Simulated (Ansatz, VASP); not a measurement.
# Cross-check of KCl (Sylvite) between VASP and Ansatz, part 2 of 2

One calculation is typed for both programs; each brings its own data sets and cutoff. How far apart do they land? The cell is taken from a series of VASP runs on this material, whose earlier steps may have relaxed, scaled or displaced it; both programs get it as it stands.

VASP 6.6.1 and Ansatz 0.2.0.

So far. Step 4 (Differences): Among the levels compared at these points, filled levels agree within 3 meV and empty ones within 19 meV.

## Step 5: VASP: band structure, r2SCAN-EpsX with an exact-exchange share of 0.416

Level of this step: r2SCAN-EpsX, exact-exchange share 1/2.405; plane waves and PAW (K_sv, Cl) (VASP).

The same path points are solved in both programs, so levels can be compared one by one.

The run reads the wave functions of an earlier VASP run, which isn't shown here.

Input file INCAR:

```
SYSTEM = KCl
PREC = Accurate
ENCUT = 350
EDIFF = 1E-06
NELM = 100
ISMEAR = 0
SIGMA = 0.03
LREAL = .FALSE.
ALGO = Normal
LHFCALC = .TRUE.
AEXX = 0.416
METAGGA = R2SCAN
LASPH = .TRUE.
NBANDS = 14
PRECFOCK = Fast
HFRCUT = -1
LORBIT = 11
LWAVE = .FALSE.
LCHARG = .FALSE.
KPAR = 4
```

Input file POSCAR:

```
KCl
1.0
    0.0000000000      3.1394000000      3.1394000000
    3.1394000000      0.0000000000      3.1394000000
    3.1394000000      3.1394000000      0.0000000000
K Cl
1 1
Direct
    0.0000000000      0.0000000000      0.0000000000
    0.5000000000      0.5000000000      0.5000000000
```

Input file KPOINTS:

```
Automatic mesh
0
Gamma
4 4 4
0 0 0
```

Input file KPOINTS_OPT:

```
Line mode
10
Line-mode
Reciprocal
  0.00000000   0.00000000   0.00000000 GAMMA
  0.50000000   0.00000000   0.50000000 X

  0.50000000   0.00000000   0.50000000 X
  0.50000000   0.25000000   0.75000000 W

  0.50000000   0.25000000   0.75000000 W
  0.37500000   0.37500000   0.75000000 K

  0.37500000   0.37500000   0.75000000 K
  0.00000000   0.00000000   0.00000000 GAMMA

  0.00000000   0.00000000   0.00000000 GAMMA
  0.50000000   0.50000000   0.50000000 L

  0.50000000   0.50000000   0.50000000 L
  0.62500000   0.25000000   0.62500000 U

  0.62500000   0.25000000   0.62500000 U
  0.50000000   0.25000000   0.75000000 W

  0.50000000   0.25000000   0.75000000 W
  0.50000000   0.50000000   0.50000000 L

  0.50000000   0.50000000   0.50000000 L
  0.37500000   0.37500000   0.75000000 K

  0.62500000   0.25000000   0.62500000 U
  0.50000000   0.00000000   0.50000000 X
```

PAW data sets: K_sv and Cl (PBE family, release 64).

On the command line:

```console
$ mpirun -np 4 vasp_std
```

Numbers of over 12 decimals in the logs are rounded to 6 here.

The program printed:

```text
[banner, memory and clock lines left out]
running    4 mpi-ranks, on    1 nodes
[...]
|                                                                             |
|               ----> ADVICE to this user running VASP <----                  |
|                                                                             |
|     You enforced a specific xc type in the INCAR file but a different       |
|     [... a line on the potential file left out ...]
|     I HOPE YOU KNOW WHAT YOU ARE DOING!                                     |
|                                                                             |

 LDA part: xc-table for (None), standard interpolation
 found WAVECAR, reading the header
 POSCAR, INCAR and KPOINTS ok, starting setup
[...]
HFRCUT set to (new)   9.814928
 reading WAVECAR
 the WAVECAR file was read successfully
 initial charge from wavefunction
 entering main loop
       N       E                     dE             d eps       ncg     rms          rms(c)
[...]
DAV:   8    -0.150153480545E+02    0.59533E-05   -0.91513E-06   248   0.258E-02    0.995E-02
DAV:   9    -0.150153473358E+02    0.71871E-06   -0.30172E-06   254   0.153E-02
   1 F= -.15015347E+02 E0= -.15015347E+02  d E =-.726085E-18
 Start KPOINTS_OPT (optional k-point list driver)
k-point batch [1-8\100]
       N       E                     dE             ncg
DAV:   1    -0.938746745932E+03   -0.21707E+04      224
DAV:   2    -0.179273746478E+04   -0.85399E+03      278
DAV:   3    -0.186022423966E+04   -0.67487E+02      278
DAV:   4    -0.186264164760E+04   -0.24174E+01      330
DAV:   5    -0.186269727541E+04   -0.55628E-01      272
DAV:   6    -0.186269860475E+04   -0.13293E-02      330
DAV:   7    -0.186269864794E+04   -0.43191E-04      254
DAV:   8    -0.186269864853E+04   -0.58648E-06      218
[...]
k-point batch [97-100\100]
       N       E                     dE             ncg
DAV:   1     0.126450322991E+04   -0.22426E+04      112
DAV:   2     0.848511374911E+03   -0.41599E+03      136
DAV:   3     0.816862618484E+03   -0.31649E+02      148
DAV:   4     0.815506827843E+03   -0.13558E+01      180
DAV:   5     0.815477051192E+03   -0.29777E-01      136
DAV:   6     0.815476499208E+03   -0.55198E-03      162
DAV:   7     0.815476485565E+03   -0.13643E-04      132
DAV:   8     0.815476485468E+03   -0.96617E-07       80
```

Parts of OUTCAR (step 5):

```text
 POSITION                                       TOTAL-FORCE (eV/Angst)
 -----------------------------------------------------------------------------------
      0.00000      0.00000      0.00000         0.000000     -0.000000     -0.000000
      3.13940      3.13940      3.13940        -0.000000      0.000000      0.000000
 -----------------------------------------------------------------------------------
    total drift:                                0.000000      0.000000      0.000000

  FREE ENERGIE OF THE ION-ELECTRON SYSTEM (eV)
  ---------------------------------------------------
  free  energy   TOTEN  =       -15.0153473358 eV

  energy  without entropy=      -15.0153473358  energy(sigma->0) =      -15.01534734

[... 2 parts as in an earlier step ...]

[... 1 further part left out ...]
[key lines of the parts left out:]
E-fermi :  -4.1277
```

## Step 6: Ansatz: band structure, r2SCAN-EpsX with an exact-exchange share of 0.416

The same cell, functional, mesh and smearing now go to Ansatz, which takes its cutoff from its data sets.

The cell is taken from a series of VASP runs on this material, whose earlier steps may have relaxed, scaled or displaced it; both programs get it as it stands.

Input file input.yaml:

```yaml
crystal:
  lattice:
    - [0.0, 3.1394, 3.1394]
    - [3.1394, 0.0, 3.1394]
    - [3.1394, 3.1394, 0.0]
  atoms:
    - { symbol: K, position: [0.0, 0.0, 0.0] }
    - { symbol: Cl, position: [0.5, 0.5, 0.5] }
hamiltonian:
  xc: { exchange: r2scan, correlation: r2scan, exx: { coeff: 0.416 } }
  pseudopotentials: { kind: paw }
kpoints:
  mp_grid: { grid: [4, 4, 4] }
  band_path:
    path:
      - [0.0, 0.0, 0.0]
      - [0.5, 0.0, 0.5]
      - [0.5, 0.22222, 0.72222]
      - [0.40278, 0.34722, 0.75]
      - [0.125, 0.125, 0.25]
      - [0.27778, 0.27778, 0.27778]
      - [0.55556, 0.38889, 0.55556]
      - [0.58333, 0.25, 0.66667]
      - [0.5, 0.30556, 0.69444]
      - [0.48611, 0.48611, 0.52778]
      - [0.625, 0.25, 0.625]
      - [0.5, 0.0, 0.5]
    npoints: 1
scf:
  occupations: { method: gaussian, width: 0.03 }
  n_extra_bands: 7
output:
  forces: true
  stress: true
  eigenvalues: true
```

On the command line:

```console
$ ansatz run input.yaml --threads 4 --pin off --max-ram 9216MiB --backend cpu --events-out ev --progress --plain --runs-dir out
```

The program printed:

```text
[...]
Crystal: 2 atoms, lattice volume = 61.883 Å³
Basis set: ecut = 500 eV, 1591 PW (Γ), exchange–correlation on 144×144×144 points (64 copies of the dense FFT grid, shifted against one another)
Bands: 15, of which v1, the nominal top of the filled ones, is band 8 counted from 1 (7 counted from 0)
Symmetry: 48 space group operations
[...]
k-points: 8 of 64
[...]
--- Band table (eV; the first three rows and the last of 8) ---
  k-point 0: bands = [... 4 lower, -13.4736, -1.5865, -1.5865, -1.5865, 7.1763, 10.8145, 10.8145, 10.8145, ... 3 higher]
  k-point 1: bands = [... 4 lower, -13.3635, -2.2329, -1.7746, -1.7746, 8.5008, 10.4115, 11.6719, 11.6719, ... 3 higher]
  k-point 2: bands = [... 4 lower, -13.2572, -2.7765, -1.9529, -1.9529, 9.5512, 10.9688, 13.5061, 13.5061, ... 3 higher]
  k-point 7: bands = [... 4 lower, -13.3950, -2.1376, -2.1353, -2.1353, 10.2071, 10.2071, 12.0070, 12.7130, ... 3 higher]
[key lines of the parts left out:]
Free energy (F): -2630.094921 eV
Fermi energy:    2.794977 eV
P = ⅓ Tr σ = -0.0538 GPa (-0.538 kbar)
```

Elapsed: 48 s, on 4 threads of AMD EPYC 7571, shared host; peak memory 0.96 GiB; 2.8 min of CPU time.

## Step 7: Differences

What differs besides the data sets and the points named for the pairs above, as far as they apply: the cutoff is 500 eV in Ansatz and 350 eV in VASP. Total energies have different zeros and are not compared.

Both answers:

| quantity | Ansatz | VASP | difference |
| --- | --- | --- | --- |
| gap over the path points (eV) | 8.763 | 8.760 | +0.003 |

Levels at points of the path, from each program's valence-band top (eV; 3 filled, then empty):

| k (reciprocal lattice) | Ansatz | VASP |
| --- | --- | --- |
| 0.000 0.000 0.000 | 0.00 0.00 0.00 8.76 12.40 12.40 | 0.00 0.00 0.00 8.76 12.40 12.40 |
| 0.500 0.000 0.500 | -0.77 -0.26 -0.26 10.14 12.36 13.87 | -0.77 -0.27 -0.27 10.14 12.36 13.87 |
| 0.500 0.222 0.722 | -0.59 -0.54 -0.50 11.49 12.11 13.53 | -0.59 -0.54 -0.51 11.49 12.11 13.54 |
| 0.403 0.347 0.750 | -0.65 -0.62 -0.35 11.00 12.81 13.41 | -0.65 -0.62 -0.35 11.00 12.81 13.42 |
| 0.125 0.125 0.250 | -0.47 -0.15 -0.10 9.72 11.89 12.83 | -0.47 -0.15 -0.10 9.71 11.89 12.84 |
| 0.278 0.278 0.278 | -0.75 -0.22 -0.22 10.30 12.01 13.45 | -0.75 -0.22 -0.22 10.30 12.01 13.45 |
| 0.556 0.389 0.556 | -1.04 -0.43 -0.36 11.36 12.35 14.48 | -1.04 -0.43 -0.36 11.36 12.35 14.49 |
| 0.583 0.250 0.667 | -0.64 -0.62 -0.36 11.06 12.71 13.42 | -0.65 -0.62 -0.36 11.06 12.71 13.44 |
| 0.500 0.306 0.694 | -0.71 -0.53 -0.44 11.73 11.88 13.73 | -0.71 -0.53 -0.44 11.73 11.88 13.74 |
| 0.486 0.486 0.528 | -1.18 -0.37 -0.37 11.16 12.54 15.03 | -1.18 -0.37 -0.36 11.15 12.54 15.02 |

Among the levels compared at these points, filled levels agree within 6 meV and empty ones within 16 meV.

## Step 8: Summary of results

```yaml
difference_in_gap_over_the_path_points_band_structure_pbe0: 0.0030 eV
difference_in_gap_over_the_path_points_band_structure_r2scan_epsx_with_an_exact_exchange_share_of_0p416: 0.0026 eV
```

What this shows: The difference in gap over the path points is 0.0030 eV (band structure, PBE0), within the 0.08 eV picked in this series as the mark of a large difference. How closely two codes agree says nothing of how well the functional describes the real material.

[Lines on the potential files, build, host, timing and source positions are cut from VASP's logs without a mark.]

[Logs are printed without paths, hosts, clocks, repeated set-up lines and the standing remarks that a program may print on its own settings, such as how far it seeks lower states.]

[Hosts, paths, dates, database ids (printed as entryN), source tags and the programs' standing remarks are cut or masked in the printed files.]
